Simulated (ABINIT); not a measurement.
The system is C.

```
C
1.0
     0.00000    1.78337    1.78337
     1.78337    0.00000    1.78337
     1.78337    1.78337    0.00000
C
2
Direct
  0.75000 0.75000 0.75000
  0.50000 0.50000 0.50000
```

This isn't the form of C at room conditions, which is graphite.

Base run:

```yaml
Program: ABINIT 10.8.3 (patched build)
Functional: rPW86PBE
Potentials_or_basis: PseudoDojo NC SR PBE v0.4.1 standard
Cutoff: 1116 eV
k_mesh: 13 × 13 × 13
Occupations: fermi-dirac, width 0.05 eV
Spin: no spin polarisation
```

Its results: band gap on the k mesh 4.45 eV, indirect (least direct gap 5.74 eV); pressure 13.8 GPa.

Task: After a change of settings the same cell gave: band gap on the k mesh 4.25 eV, indirect (least direct gap 5.63 eV); pressure 3.4 GPa. Which change was it?
A. functional from rPW86PBE to PBE; potentials or basis from PseudoDojo NC SR PBE v0.4.1 standard to JTH PAW PBE v2.0; cutoff from 1116 eV to 544 eV
B. functional from rPW86PBE to WC; potentials or basis from PseudoDojo NC SR PBE v0.4.1 standard to PseudoDojo NC SR PBEsol v0.4.1 standard
C. functional from rPW86PBE to revPBE
D. functional from rPW86PBE to OLYP

Result: C.

Caveats: the potentials were made for another functional, which shifts forces and pressure.

Not every run made on this cell is shown here.
